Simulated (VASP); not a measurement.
# LiH in VASP 6.6.1, relaxation

INCAR

```
IBRION = 2
PREC = Accurate
NELM = 120
LASPH = .TRUE.
ISMEAR = -1
LWAVE = .FALSE.
ISIF = 3
LCHARG = .FALSE.
SIGMA = 0.02
NBANDS = 9
LREAL = .FALSE.
NELECT = 4.1
EDIFFG = -5E-3
EDIFF = 1E-7
ENCUT = 500
GGA = PE
NSW = 40
IVDW = 21
```

KPOINTS

```
KPOINTS created by Atomic Simulation Environment
0
Gamma
12 12 12
0 0 0
```

POSCAR

```
Li H
 1.0000000000000000
     0.0000000000000000    1.5838140000000001    1.5838140000000001
     1.5838140000000001    0.0000000000000000    1.5838140000000001
     1.5838140000000001    1.5838140000000001    0.0000000000000000
 Li  H
   1   1
Cartesian
  0.0000000000000000  0.0000000000000000  0.0000000000000000
  1.5838140000000001  1.5838140000000001  1.5838140000000001
```

The recommended PBE PAW datasets give the neutral cell 4 valence electrons.

Command

```
mpirun -np 1 vasp_std
```

OSZICAR

```
N       E                     dE             d eps       ncg     rms          rms(c)
DAV:   1    -0.419821817125E+00   -0.41982E+00   -0.17241E+03  1409   0.435E+02
DAV:   2    -0.433634220540E+01   -0.39165E+01   -0.38750E+01  1822   0.539E+01
DAV:   3    -0.436207417278E+01   -0.25732E-01   -0.25727E-01  1552   0.359E+00
DAV:   4    -0.436213592939E+01   -0.61757E-04   -0.61754E-04  1760   0.116E-01
DAV:   5    -0.436213603327E+01   -0.10388E-06   -0.10419E-06  1540   0.266E-03    0.383E+00
DAV:   6    -0.413503218496E+01    0.22710E+00   -0.16272E-01  1434   0.151E+00    0.206E+00
DAV:   7    -0.406016989454E+01    0.74862E-01   -0.25336E-01  1372   0.214E+00    0.397E-01
DAV:   8    -0.406453115084E+01   -0.43613E-02   -0.79427E-03  1426   0.754E-01    0.297E-02
DAV:   9    -0.406458084167E+01   -0.49691E-04   -0.15427E-04  1759   0.104E-01    0.107E-02
DAV:  10    -0.406462716295E+01   -0.46321E-04   -0.13523E-04  1362   0.863E-02    0.246E-03
...
   4 F= -.54703280E+01 E0= -.54698669E+01  d E =-.127298E+01
       N       E                     dE             d eps       ncg     rms          rms(c)
DAV:   1    -0.539446771540E+01   -0.38873E-02   -0.21075E-02  1575   0.823E-01    0.318E-01
DAV:   2    -0.539392922197E+01    0.53849E-03   -0.18538E-04  1960   0.859E-02    0.185E-01
DAV:   3    -0.539356944897E+01    0.35977E-03   -0.26690E-04  1639   0.869E-02    0.394E-03
DAV:   4    -0.539357602980E+01   -0.65808E-05   -0.14227E-05  1409   0.288E-02    0.308E-03
DAV:   5    -0.539357657075E+01   -0.54096E-06   -0.19761E-06  1450   0.660E-03    0.233E-03
DAV:   6    -0.539357499281E+01    0.15779E-05   -0.66044E-08  1385   0.171E-03    0.269E-04
DAV:   7    -0.539357506580E+01   -0.72989E-07   -0.77739E-09   703   0.702E-04
   5 F= -.54717474E+01 E0= -.54712825E+01  d E =-.127440E+01
```

From OUTCAR

```
k-points           NKPTS =     72   k-points in BZ     NKDIM =     72   number of bands    NBANDS=      9

   NELECT =       4.1000    total number of electrons

   dimension x,y,z NGX =    16 NGY =   16 NGZ =   16
   dimension x,y,z NGXF=    32 NGYF=   32 NGZF=   32

  energy-cutoff  :      500.00
  volume of cell :       14.30
      direct lattice vectors                 reciprocal lattice vectors
     0.000000000  1.926432455  1.926432455    -0.259547122  0.259547122  0.259547122
     1.926432455 -0.000000000  1.926432455     0.259547122 -0.259547122  0.259547122
     1.926432455  1.926432455  0.000000000     0.259547122  0.259547122 -0.259547122

 k-points in reciprocal lattice and weights: KPOINTS created by Atomic Simulation Env
   0.00000000  0.00000000  0.00000000       0.001
   0.08333333  0.00000000  0.00000000       0.005
   0.16666667  0.00000000  0.00000000       0.005
   0.25000000  0.00000000  0.00000000       0.005
   0.33333333  0.00000000  0.00000000       0.005
   0.41666667  0.00000000  0.00000000       0.005
   0.50000000  0.00000000  0.00000000       0.002
   0.08333333  0.08333333  0.00000000       0.003
   ...

 E-fermi :   4.4956

 k-point     1 :       0.0000    0.0000    0.0000
  band No.  band energies     occupation
      1     -43.8636      2.00000
      2      -4.7565      2.00000
      3      19.1083      0.00000
      4      19.7118      0.00000
      5      19.7122      0.00000
      6      19.7122      0.00000
      7      24.5744      0.00000
      8      24.5744      0.00000
      9      24.5744      0.00000

 k-point     2 :       0.0833    0.0000    0.0000
  band No.  band energies     occupation
      1     -43.8577      2.00000
      2      -4.6399      2.00000
      3      17.4967      0.00000
      4      19.2436      0.00000
      5      19.3829      0.00000
      6      19.3832      0.00000
      7      23.9584      0.00000
      8      25.2573      0.00000
      9      25.2574      0.00000

 k-point     3 :       0.1667    0.0000    0.0000
  band No.  band energies     occupation
      1     -43.8491      2.00000
      2      -4.4269      2.00000
      3      14.4337      0.00000
      4      18.1205      0.00000
      5      18.7738      0.00000
      6      18.7741      0.00000
      7      24.5953      0.00000
      8      26.0292      0.00000
      9      26.0294      0.00000

 k-point     4 :       0.2500    0.0000    0.0000
  band No.  band energies     occupation
      1     -43.8335      2.00000
      2      -3.9289      2.00000
      3      11.3884      0.00000
      4      16.9658      0.00000
      5      18.2972      0.00000
      6      18.2975      0.00000
      7      24.2093      0.00000
      8      24.2094      0.00000
      9      26.0039      0.00000

 k-point     5 :       0.3333    0.0000    0.0000
  band No.  band energies     occupation
      1     -43.8178      2.00000
      2      -3.3050      2.00000
      3       8.8263      0.00000
      4      16.0674      0.00000
      5      18.0739      0.00000
      6      18.0743      0.00000
      7      22.5031      0.00000
      8      22.5032      0.00000
      9      27.9154      0.00000

 ...

  Total       0.00477     0.00477     0.00477     0.00000    -0.00000    -0.00000
  in kB       0.53468     0.53468     0.53468     0.00000    -0.00000    -0.00000
  external pressure =        0.53 kB  Pullay stress =        0.00 kB

 POSITION                                       TOTAL-FORCE (eV/Angst)
 -----------------------------------------------------------------------------------
      0.00000      0.00000      0.00000         0.000000     -0.000000      0.000000
      1.92643      1.92643      1.92643        -0.000000      0.000000     -0.000000
 -----------------------------------------------------------------------------------
    total drift:                                0.000000     -0.000000      0.000000

  FREE ENERGIE OF THE ION-ELECTRON SYSTEM (eV)
  ---------------------------------------------------
  free  energy   TOTEN  =        -5.4717474089 eV

  energy  without entropy=       -5.4708176634  energy(sigma->0) =       -5.47128254
```

```csv
ionic step,ΔE (meV/atom),volume (Å³),largest force (eV/Å),pressure (GPa),electronic steps
1,0.0,7.95,0.000,96.22,13
2,-528.8,11.02,0.000,25.76,9
3,-626.9,13.16,0.000,5.83,9
4,-636.5,14.02,0.000,1.27,8
5,-637.2,14.30,0.000,0.05,7
```

It converged. Results: relaxed cell vector lengths 2.724, 2.724, 2.724 Å; relaxed cell volume 14.30 Å³.

The cell is charged and sits in a uniform background. The volume moved far on the plane waves of the start cell, so a restart from CONTCAR is due.

For comparison, a separate PBE relaxation on usual settings, not on those above, ends at 16.01 Å³.

The run above took about 24 s on one core of a shared host (Intel Xeon 6975P-C) and held 0.12 GiB at most.
